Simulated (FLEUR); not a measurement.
# free-standing square V monolayer, spacing 3.216 A: which magnetic order is lowest, part 3 of 3

Does free-standing square V monolayer, spacing 3.216 A prefer parallel or opposed moments?

FLEUR MaX-R8.1; PBE; all-electron FLAPW film, Dirac cores, scalar-relativistic bands.

So far, largest spin moment in the muffin-tin sphere (μB): step 2 (run 1 (ferro +)) 3.28; step 3 (run 2 (antiferro q=(0,1/2,0) +-)) 3.22; step 4 (run 3 (antiferro q=(1/2,1/2,0) +-)) 3.02.

### Step 7. Spin–orbit coupling, moments along z

Level of this step: PBE; all-electron FLAPW film, Dirac cores, scalar-relativistic bands with spin-orbit coupling (FLEUR).

Spin–orbit coupling ties the spins to the lattice and lets orbital moments form.

A new self-consistent run of the start antiferro q=(0,1/2,0) +-, with the moments along z. The k list default-1 (kpts.xml, not shown) is a Γ-centred 8×4×1 mesh.

inp.xml

```
<?xml version="1.0" encoding="UTF-8" standalone="no"?>
<fleurInput fleurInputVersion="0.39">
   <comment>
      V
   </comment>
   <calculationSetup>
      <cutoffs Kmax="3.6" Gmax="10.8" GmaxXC="10.8" numbands="66"/>
      <scfLoop itmax="120" minDistance="0.00002" maxIterBroyd="15" imix="Anderson" alpha="0.03" precondParam="0.0" spinf="2.0" sdNocoIR="T"/>
      <coreElectrons ctail="T" frcor="F" kcrel="0" coretail_lmax="0"/>
      <xcFunctional name="pbe" relativisticCorrections="F"/>
      <magnetism jspins="2"/>
      <soc l_soc="T" theta="0.0" phi="0.0" spav="F"/>
      <expertModes spex="0" secvar="F"/>
      <geometryOptimization l_f="F" forcealpha="1.0" forcemix="BFGS" epsdisp="0.00001" epsforce="0.00001"/>
      <ldaU l_linMix="F" mixParam="0.05" spinf="1.0"/>
   </calculationSetup>
   <cell>
      <bzIntegration valenceElectrons="26.0" mode="hist" fermiSmearingEnergy="0.00110248">
         <kPointListSelection listName="default-1"/>
         <xi:include xmlns:xi="http://www.w3.org/2001/XInclude" href="kpts.xml"> </xi:include>
      </bzIntegration>
      <xi:include xmlns:xi="http://www.w3.org/2001/XInclude" href="sym.xml"> </xi:include>
      <filmLattice scale="1.0" dVac="6.4" dTilda="8.9">
         <bravaisMatrixFilm>
            <row-1>    6.0773592167136004     0.0000000000000000</row-1>
            <row-2>    0.0000000000000000    12.1547184334272007</row-2>
         </bravaisMatrixFilm>
         <vacuumEnergyParameters vacuum="1" spinUp="-.25" spinDown="-.25"/>
      </filmLattice>
   </cell>
   <atomSpecies>
      <species name="Vanadium (1.500" element="V" atomicNumber="23">
         <mtSphere radius="2.8" gridPoints="925" logIncrement="0.013"/>
         <atomicCutoffs lmax="10" lnonsphr="8"/>
         <electronConfig flipSpins="F">
            <coreConfig>(1s1/2) (2s1/2) (2p1/2) (2p3/2)</coreConfig>
            <valenceConfig>(3s1/2) (3p1/2) (3p3/2) (4s1/2) (3d3/2) (3d5/2)</valenceConfig>
            <stateOccupation state="(3d3/2)" spinUp="0.6" spinDown="0.6"/>
            <stateOccupation state="(3d5/2)" spinUp="1.65" spinDown="0.15"/>
         </electronConfig>
         <energyParameters s="4" p="4" d="3" f="4"/>
         <lo type="SCLO" l="0" n="3" eDeriv="0"/>
         <lo type="SCLO" l="1" n="3" eDeriv="0"/>
      </species>
      <species name="Vanadium (-1.500" element="V" atomicNumber="23">
         <mtSphere radius="2.8" gridPoints="925" logIncrement="0.013"/>
         <atomicCutoffs lmax="10" lnonsphr="8"/>
         <electronConfig flipSpins="F">
            <coreConfig>(1s1/2) (2s1/2) (2p1/2) (2p3/2)</coreConfig>
            <valenceConfig>(3s1/2) (3p1/2) (3p3/2) (4s1/2) (3d3/2) (3d5/2)</valenceConfig>
            <stateOccupation state="(3d3/2)" spinUp="0.6" spinDown="0.6"/>
            <stateOccupation state="(3d5/2)" spinUp="0.15" spinDown="1.65"/>
         </electronConfig>
         <energyParameters s="4" p="4" d="3" f="4"/>
         <lo type="SCLO" l="0" n="3" eDeriv="0"/>
         <lo type="SCLO" l="1" n="3" eDeriv="0"/>
      </species>
   </atomSpecies>
   <atomGroups>
      <atomGroup species="Vanadium (1.500">
         <filmPos label="                   1">.0000000000 .0000000000 .0000000000</filmPos>
         <force calculate="T" relaxXYZ="TTT"/>
      </atomGroup>
      <atomGroup species="Vanadium (-1.500">
         <filmPos label="                   2">.0000000000 1.000/2.000 .0000000000</filmPos>
         <force calculate="T" relaxXYZ="TTT"/>
      </atomGroup>
   </atomGroups>
   <output dos="F" band="F" slice="F">
      <bandDOS minEnergy="-.5*Htr" maxEnergy="0.5*Htr" sigma="0.015" storeEVData="T"/>
      <plotting iplot="0" polar="F">
         <plot TwoD="T" vec1="  1.0  0.0  0.0" vec2="  0.0  1.0  0.0" vec3="  0.0  0.0  1.0" zero="  0.0  0.0 -0.5" file="plot"/>
      </plotting>
      <moessbauerParams electricFieldGradient="F" isomerShift="F" coreHyperfine="F" valenceHyperfine="F"/>
   </output>
</fleurInput>
```

crystal.txt

```
V
&input film=T cartesian=F /
3.21600000000  0.00000000000  0.00000000000
0.00000000000  6.43200000000  0.00000000000
0.00000000000  0.00000000000  1.00000000000
1.8897261246
1.0 1.0 1.0

2
23 0.00000000000  0.00000000000  0.00000000000 : 1.500
23 0.00000000000  0.50000000000  0.00000000000 : -1.500

&soc 0.0000000 0.0000000 /
&kpt div1=8 div2=4 div3=1 gamma=T /
```

Run with:

```sh
$ OMP_NUM_THREADS=1 inpgen -f crystal.txt > inpgen.log  # inp.xml is then edited as shown
$ OMP_NUM_THREADS=1 mpirun -n 2 fleur_MPI > fleur.log
```

The log of the run:

```text
[banner, memory and clock lines left out]
Welcome to FLEUR        (www.flapw.de)
      MaX-Release 8.1          (www.max-centre.eu)

 ========== k-point set info ==========
 Selected k-point list: default-1
 k-point list type: mesh
 8 x 4 x 1
 Number of k points: 18

 [... set-up left out ...]
 Iteration:     1   Distance:      19.84011776 me/bohr^3
 Iteration:     2   Distance:      19.07734378 me/bohr^3
 Iteration:     3   Distance:       9.34960066 me/bohr^3
 Iteration:     4   Distance:       7.61861228 me/bohr^3
 Iteration:     5   Distance:       5.10775051 me/bohr^3
 Iteration:     6   Distance:       6.22390408 me/bohr^3
 Iteration:     7   Distance:       2.45600150 me/bohr^3
 Iteration:     8   Distance:       2.26843714 me/bohr^3
 Iteration:     9   Distance:       1.97752111 me/bohr^3
 Iteration:    10   Distance:       0.67514831 me/bohr^3
[... 14 iterations left out ...]
 Iteration:    25   Distance:       0.00102822 me/bohr^3
 Iteration:    26   Distance:       0.00063802 me/bohr^3
 Iteration:    27   Distance:       0.00027868 me/bohr^3
 Iteration:    28   Distance:       0.00015588 me/bohr^3
 Iteration:    29   Distance:       0.00013550 me/bohr^3
 Iteration:    30   Distance:       0.00013077 me/bohr^3
 Iteration:    31   Distance:       0.00012172 me/bohr^3
 Iteration:    32   Distance:       0.00004716 me/bohr^3
 Iteration:    33   Distance:       0.00002717 me/bohr^3
 Iteration:    34   Distance:       0.00001601 me/bohr^3

 ********************************************************************
 Run finished successfully
 Stop message:
   all done
 ********************************************************************

--- out.xml (last complete iteration) ---
<iteration numberForCurrentRun="   34" overallNumber="   34">
         [... left out ...]
         <bandgap value="0.0000002988" units="eV"/>
         <sumValenceSingleParticleEnergies value="-29.8378192424" units="Htr"/>
         <FermiEnergy value="-0.1497610856" units="Htr"/>
         [... left out ...]
         <magneticMomentsInMTSpheres units="muBohr">
            <globalMagMoment atomType="1" vec="0.00000   0.00000   3.21653"/>
            <globalMagMoment atomType="2" vec="0.00000   0.00000  -3.21653"/>
         </magneticMomentsInMTSpheres>
         <orbitalMomentsInMTSpheres units="muBohr">
            <globalMagMoment atomType="1" vec="0.00000   0.00000  -0.05604"/>
            <globalMagMoment atomType="2" vec="0.00000   0.00000   0.05604"/>
         </orbitalMomentsInMTSpheres>
         [... left out ...]
         <totalEnergy value="    -1898.3919096415" units="Htr">
            <sumOfEigenvalues value="    -1126.5238450048">
               <coreElectrons value="-1096.6860257624"/>
               <valenceElectrons value="-29.8378192424"/>
            </sumOfEigenvalues>
         [... left out ...]
            <freeEnergy value="-1898.3927606709"/>
            <extrapolationTo0K value="-1898.3923351562"/>
         </totalEnergy>
         <densityConvergence units="me/bohr^3">
            <chargeDensity spin="1" distance="0.0000087660"/>
            <chargeDensity spin="2" distance="0.0000129415"/>
            <overallChargeDensity distance="0.0000160061"/>
            <spinDensity distance="0.0000152466"/>
         </densityConvergence>
      </iteration>
```

It took 2.1 min on 2 MPI ranks of Arm Neoverse V2, shared host; peak memory 0.41 GiB; 4.1 min of CPU time.

This step gave:

| Quantity | Value |
| --- | --- |
| free energy | -51657.8987 eV |
| program's band gap on this mesh (in a metal only a level spacing) | 2.99e-7 eV |
| magnetization | 0 μB |
| final state | antiferromagnetic |
| largest moment | 3.217 μB |
| orbital moment along the spin | -0.05604 μB |

Orbital moment in the sphere, along the spin axis by atom:

```
atom  orbital moment in the sphere, along the spin axis (μB)
  V1                                                 -0.0560
  V2                                                  0.0560
```

### Step 8. Results

```json
{"lowest state found": "antiferromagnetic (typed antiferro q=(0,1/2,0) +-)", "largest site spin moment": "3.22 μB", "next finished state": "ferromagnetic, 56.3 meV a seeded atom higher", "energy gained by spin polarisation": "1220 meV a seeded atom", "orbital moment on the atom of largest spin, along its spin (spin–orbit run)": "-0.0560 μB"}
```

The lowest state found is antiferromagnetic, reached from the start antiferro q=(0,1/2,0) +-, with moments up to 3.22 μB. The next finished state costs 56 meV a seeded atom. Forming the largest moments gains far more than ordering them, so they should outlast the ordering temperature. The orbital moment is antiparallel to the spin, as Hund's third rule has it for a shell under half filled. This is the lowest of 4 finished starts, no proof of the ground state.

[Logs and program files are shortened in this print: banners, set-up blocks, solver, clock and traceback lines can be left out without a mark of their own.]

[Logs are printed without paths, hosts, clocks, repeated set-up lines and the standing remarks that a program may print on its own settings, such as how far it seeks lower states.]

[Hosts, paths, dates, database ids (printed as entryN), source tags and the programs' standing remarks are cut or masked in the printed files.]

[Where a cell is said to come from a database of computed structures, the database is the Materials Project.]
